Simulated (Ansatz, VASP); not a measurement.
Two plane-wave programs on Zn

```
CELL_PARAMETERS angstrom
0.00000 2.00331 2.00331
2.00331 0.00000 2.00331
2.00331 2.00331 0.00000
ATOMIC_POSITIONS crystal
Zn 0.00000 0.00000 0.00000
```

Change from the starting cell: volume scaled by 1.06.

Alike in both runs: task single point; functional PBEsol; k mesh 12 × 12 × 12; occupations fermi-dirac, width 0.05 eV; no spin polarisation.

|  | VASP | Ansatz |
| --- | --- | --- |
| version | VASP 6.6.1 | Ansatz 0.2.0 |
| potentials or method | VASP PAW PBE potentials, release 64 (Zn) | Ansatz PAW |
| plane-wave cutoff (eV) | 520 | 420 |
| valence electrons in the cell | 12 | 12 |

VASP gave:

```
gap on the k mesh at the Fermi level (eV) : none
pressure (GPa)                            : -7.7
```

**Question.** Estimate Ansatz's values.

**Answer.** gap on the k mesh at the Fermi level (eV): none; pressure (GPa): -8.0.

A gap of «none» marks a metal or a gap that the smearing closes.

Caveats: the PAW data sets were made with another functional, which shifts forces and pressure a little (VASP); the PAW data sets come from PBE, with cores solved anew for the run's functional, which leaves a small shift of forces and pressure (Ansatz).
